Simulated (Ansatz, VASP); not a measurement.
## Re in VASP and in Ansatz

```
CELL_PARAMETERS angstrom
2.79713 0.00000 0.00000
-1.39857 2.42239 0.00000
0.00000 0.00000 4.51687
ATOMIC_POSITIONS crystal
Re 0.66667 0.33333 0.75000
Re 0.33333 0.66667 0.25000
```

Change from the starting cell: volume scaled by 1.04.

Alike in both runs: task single point; functional LDA; k mesh 11 × 11 × 6; occupations fermi-dirac, width 0.05 eV; no spin polarisation.

|  | VASP | Ansatz |
| --- | --- | --- |
| version | VASP 6.6.1 | Ansatz 0.2.0 |
| potentials or method | VASP PAW LDA potentials, release 64 (Re), cutoff 520 eV | all-electron LAPW, scalar-relativistic |

|  | VASP | Ansatz | Ansatz less VASP |
| --- | --- | --- | --- |
| gap on the k mesh at the Fermi level (eV) | none | none | - |
| pressure (GPa) | -22.2 | -22.9 | -0.66 |
| largest component of the traceless stress (GPa) | 0.41 | 0.27 | -0.137 |

A gap of «none» marks a metal or a gap that the smearing closes. Ansatz ran all-electron here, so the differences hold the error of VASP's frozen core and of both bases.

Caveats: so large a pressure means that the cell lies far from this level's equilibrium, or that cutoff or potentials fall short (VASP). Spin-orbit coupling is left out, which matters for the levels of Re.
